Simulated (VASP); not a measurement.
# TiAl (Pm-3m) in VASP: further runs

One crystal, TiAl, is run at these levels: PBE; tasks: single point.

Program: VASP 6.6.1. These are calculated values, not measurements. Logs are shortened: lines on timing, memory, paths and dates and some standing lists are left out, and cuts for length are marked.

## Step 1: The crystal as given

The structure is cubic, space group Pm-3m (No. 221). The conventional cell has a = 3.179 Å, b = 3.179 Å, c = 3.179 Å, α = 90.00°, β = 90.00°, γ = 90.00°. Ti (site symmetry m-3m) has 8 Al at 2.75 Å as nearest neighbours. Around Al (site symmetry m-3m) lie 8 Ti at 2.75 Å.

The cell comes from a database or a generator and needn't be the stable form of this composition.

## Step 2: Single point, PBE

Input file INCAR:

```
SYSTEM = TiAl
  ADDGRID = .FALSE.
  ALGO = Normal
  EDIFF = 1E-6
  ENCUT = 460
  GGA = PE
  ISIF = 2
  ISMEAR = -1
  LASPH = .TRUE.
  LCHARG = .FALSE.
  LREAL = .FALSE.
  LWAVE = .FALSE.
  NELM = 100
  PREC = Accurate
  SIGMA = 0.02
```

Input file KPOINTS:

```
k-points
0
G
  7 7 7
  0 0 0
```

Input file POSCAR:

```
TiAl
1.0
    3.1790640000      0.0000000000      0.0000000000
    0.0000000000      3.1790640000      0.0000000000
    0.0000000000      0.0000000000      3.1790640000
Ti Al
1 1
Direct
    0.0000000000      0.0000000000      0.0000000000
    0.5000000000      0.5000000000      0.5000000000
```

Potentials or basis: VASP PAW PBE potentials, release 64 (Ti_sv, Al).

The run is started by

```bash
> cat potpaw_PBE.64/Ti_sv/POTCAR potpaw_PBE.64/Al/POTCAR > POTCAR
> mpirun -np 1 vasp_std > vasp.out
```

OUTCAR:

```text
SYSTEM = TiAl
   EDIFF = 1E-6
   ENCUT = 460
   GGA = PE
   ISIF = 2
   ISMEAR = -1
   LASPH = .TRUE.
   LREAL = .FALSE.
   NELM = 100
   PREC = Accurate

 Found     20 irreducible k-points:

 Following reciprocal coordinates:
            Coordinates               Weight
  0.000000  0.000000  0.000000      1.000000
  0.142857  0.000000  0.000000      6.000000
  0.285714  0.000000  0.000000      6.000000
  0.428571  0.000000  0.000000      6.000000
  0.142857  0.142857  0.000000     12.000000
  0.285714  0.142857  0.000000     24.000000
   k-points           NKPTS =     20   k-points in BZ     NKDIM =     20   number of bands    NBANDS=     11
   number of dos      NEDOS =    301   number of ions     NIONS =      2
   total plane-waves  NPLWV =  13824
   dimension x,y,z NGX =    24 NGY =   24 NGZ =   24
   dimension x,y,z NGXF=    48 NGYF=   48 NGZF=   48
   ions per type =               1   1
   NGX,Y,Z   is equivalent  to a cutoff of  12.55, 12.55, 12.55 a.u.
   NGXF,Y,Z  is equivalent  to a cutoff of  25.10, 25.10, 25.10 a.u.
 SYSTEM =  TiAl
   PREC   = accura    normal or accurate (medium, high low for compatibility)
   ISTART =      0    job   : 0-new  1-cont  2-samecut
   ICHARG =      2    charge: 1-file 2-atom 10-const
   ISPIN  =      1    spin polarized calculation?
   LNONCOLLINEAR =      F non collinear calculations
   LSORBIT =      F    spin-orbit coupling
   LASPH  =      T    aspherical Exc in radial PAW
   ENCUT  =  460.0 eV  33.81 Ry    5.81 a.u.   5.56  5.56  5.56*2*pi/ulx,y,z
   NELM   =    100;   NELMIN=  2; NELMDL= -5     # of ELM steps
   EDIFF  = 0.1E-05   stopping-criterion for ELM
   LREAL  =      F    real-space projection
   EDIFFG = 0.1E-04   stopping-criterion for IOM
   NSW    =      0    number of steps for IOM
   IBRION =     -1    ionic relax: 0-MD 1-quasi-New 2-CG
   NFREE  =      0    steps in history (QN), initial steepest desc. (CG)
   ISIF   =      2    stress and relaxation
   ISYM   =      2    0-nonsym 1-usesym 2-fastsym
   POTIM  = 0.5000    time-step for ionic-motion
   TEBEG  =    0.0;   TEEND  =   0.0 temperature during run
   PSTRESS=    0.0 pullay stress
   NELECT =      15.0000    total number of electrons
   NUPDOWN=      -1.0000    fix difference up-down
   EMIN   =  10.00;   EMAX   =-10.00  energy-range for DOS
   EFERMI =   0.00;   METHOD = LEGACY
   ISMEAR =    -1;   SIGMA  =   0.02  broadening in eV -4-tet -1-fermi 0-gaus
   EFERMI_NEDOS =   21; number of points for ismear=-14 and -15
   IALGO  =     38    algorithm
   IMIX   =      4    mixing-type and parameters
     AMIX     =   0.40;   BMIX     =  1.00
     AMIX_MAG =   1.60;   BMIX_MAG =  1.00
  volume/ion in A,a.u.               =      16.06       108.41
  Fermi-wavevector in a.u.,A,eV,Ry     =   1.270007  2.399964 21.945065  1.612917
  Thomas-Fermi vector in A             =   2.403017
   LORBIT       =      0    0 simple, 1 ext, 2 COOP (PROOUT), +10 PAW based schemes
   GGA     = PE    functional components
   LHFCALC =     F    Hartree Fock is set to
   AEXX    =    0.0000 exact exchange contribution
   IVDW    =     0    specifies the selected vdW correction
   LEPSILON=     F    determine dielectric tensor
   LRPA    =     F    only Hartree local field effects (RPA)
 non-spin polarized calculation
  energy-cutoff  :      460.00
  volume of cell :       32.13
 maximum number of plane-waves:       739
 NGX is ok and might be reduce to    24
   NGX = 11   NGY = 11   NGZ = 11

 number of electron      14.9999994 magnetization

 Free energy of the ion-electron system (eV)
  ---------------------------------------------------
  ext. energy  EPLUGINS =         0.00000000
  ---------------------------------------------------
  free energy    TOTEN  =       -12.12235094 eV

  energy without entropy =      -12.12137601  energy(sigma->0) =      -12.12186348

 E-fermi :   8.7998     XC(G=0): -11.0864

 val. band max:        8.7895620415   @ k =   0.2857   0.2857   0.0000
 cond. band min:       8.9371913659   @ k =   0.2857   0.2857   0.1429
 fundamental gap:      0.1476293244
 Fermi energy:         8.7997534030

 k-point     1 :       0.0000    0.0000    0.0000
  band No.  band energies     occupation
      1     -48.1161      2.00000
      2     -24.3187      2.00000
      3     -24.3187      2.00000
      4     -24.3187      2.00000
      5      -0.4979      2.00000
      6       7.3383      2.00000
      7       7.3383      2.00000
      8      10.5845      0.00000
      9      10.5845      0.00000
     10      10.5846      0.00000
     11      13.1904      0.00000

 k-point     2 :       0.1429    0.0000    0.0000
  band No.  band energies     occupation
      1     -48.1132      2.00000
      2     -24.3512      2.00000
      3     -24.3159      2.00000
      4     -24.3159      2.00000
      5      -0.1744      2.00000
      6       7.1252      2.00000
      7       7.4809      2.00000
      8      10.1124      0.00000
      9      10.1124      0.00000
     10      10.6218      0.00000
     11      12.1653      0.00000

 k-point     3 :       0.2857    0.0000    0.0000
  band No.  band energies     occupation
      1     -48.1068      2.00000
      2     -24.4235      2.00000
      3     -24.3095      2.00000
      4     -24.3095      2.00000
      5       0.7596      2.00000
      6       6.0219      2.00000
      7       7.8379      2.00000
      8       9.4072      0.00000
      9       9.4072      0.00000
     10      10.7072      0.00000
     11      11.4747      0.00000

 k-point     4 :       0.4286    0.0000    0.0000
  band No.  band energies     occupation
      1     -48.1018      2.00000
      2     -24.4810      2.00000
      3     -24.3044      2.00000
      4     -24.3044      2.00000
      5       2.1752      2.00000
      6       4.2112      2.00000
      7       8.1737      2.00000
      8       8.9874      0.00017
      9       8.9874      0.00017
     10      10.7776      0.00000
     11      11.6936      0.00000

 k-point     5 :       0.1429    0.1429    0.0000
  band No.  band energies     occupation
      1     -48.1104      2.00000
      2     -24.3496      2.00000
      3     -24.3464      2.00000
      4     -24.3130      2.00000
      5       0.1404      2.00000
      6       7.2028      2.00000
      7       7.3823      2.00000
      8       9.5838      0.00000
      9      10.0216      0.00000
     10      10.3673      0.00000
     11      12.5119      0.00000

 k-point     6 :       0.2857    0.1429    0.0000
  band No.  band energies     occupation
      1     -48.1041      2.00000
      2     -24.4197      2.00000
      3     -24.3408      2.00000
      4     -24.3067      2.00000
      5       1.0462      2.00000
      6       6.2127      2.00000
      7       7.6911      2.00000
      8       9.0401      0.00001
      9       9.4736      0.00000
     10      10.3845      0.00000
     11      11.7142      0.00000

 [... further k-points ...]

------------------------ aborting loop because EDIFF is reached ----------------------------------------

  FORCE on cell =-STRESS in cart. coord.  units (eV):
  Direction    XX          YY          ZZ          XY          YZ          ZX
  --------------------------------------------------------------------------------------
  -------------------------------------------------------------------------------------
  Total        0.1026035      0.1026035      0.1026035      0.0000000     -0.0000000      0.0000000
  in kB        5.1165241      5.1165241      5.1165241      0.0000000     -0.0000000      0.0000000
  external PRESSURE =       5.1165241 kB  Pullay stress =       0.0000000 kB

 VOLUME and BASIS-vectors are now :
 -----------------------------------------------------------------------------
  energy-cutoff  :      460.00
  volume of cell :       32.13
      direct lattice vectors                 reciprocal lattice vectors
     3.179064000  0.000000000  0.000000000     0.314557996  0.000000000  0.000000000
     0.000000000  3.179064000  0.000000000     0.000000000  0.314557996  0.000000000
     0.000000000  0.000000000  3.179064000     0.000000000  0.000000000  0.314557996

 POSITION                                       TOTAL-FORCE (eV/Angst)
 -----------------------------------------------------------------------------------
      0.00000      0.00000      0.00000         0.000000      0.000000      0.000000
      1.58953      1.58953      1.58953         0.000000      0.000000      0.000000
 -----------------------------------------------------------------------------------
    total drift:                               -0.000000      0.000000      0.000000

  FREE ENERGIE OF THE ION-ELECTRON SYSTEM (eV)
  ---------------------------------------------------
  free  energy   TOTEN  =       -12.1223509425 eV

  energy  without entropy=      -12.1213760083  energy(sigma->0) =      -12.12186348
```

Run time: 2.8 s. Hardware: 1 thread of Intel Xeon 6975P-C (Granite Rapids), shared host; peak memory 0.13 GiB.

The run converged, but some of its settings lie outside the range that counts as converged, so its numbers aren't taken as properties of the crystal.

What came out:

```yaml
Free_energy: -12.1224 eV
Pressure: 0.5 GPa
Band_gap_on_the_k_mesh: none (metal or under the smearing width)
```

## Step 3: Single point, PBE

INCAR, as its differences from that of step 2:

```diff
@@ -13,3 +13,3 @@
   NELM = 100
-  PREC = Accurate
-  SIGMA = 0.02
+  PREC = Low
+  SIGMA = 0.1
```

KPOINTS is that of step 2.

POSCAR is that of step 2.

Potentials or basis: VASP PAW PBE potentials, release 64 (Ti_sv, Al).

The run is started by

```bash
> cat potpaw_PBE.64/Ti_sv/POTCAR potpaw_PBE.64/Al/POTCAR > POTCAR
> mpirun -np 1 vasp_std > vasp.out
```

Run time: 2.3 s. Hardware: 1 thread of Intel Xeon 6975P-C (Granite Rapids), shared host; peak memory 0.11 GiB.

These settings aren't checked as converged: the numbers below hold their error.

Results:

```
Free energy            : -12.1475 eV
Pressure               : 0.8 GPa
Band gap on the k mesh : none (metal or under the smearing width)
```

## Step 4: Single point, PBE

INCAR, as its differences from that of step 3:

```diff
@@ -13,3 +13,3 @@
   NELM = 100
-  PREC = Low
+  PREC = Normal
   SIGMA = 0.1
```

KPOINTS is that of step 3.

POSCAR is that of step 3.

The run is started by

```bash
> cat potpaw_PBE.64/Ti_sv/POTCAR potpaw_PBE.64/Al/POTCAR > POTCAR
> mpirun -np 1 vasp_std > vasp.out
```

It took 2.5 s on 1 thread of Intel Xeon 6975P-C (Granite Rapids), shared host; peak memory 0.11 GiB.

These settings aren't checked as converged: the numbers below hold their error.

What came out:

```yaml
Free_energy: -12.1472 eV
Pressure: 0.8 GPa
Band_gap_on_the_k_mesh: none (metal or under the smearing width)
```
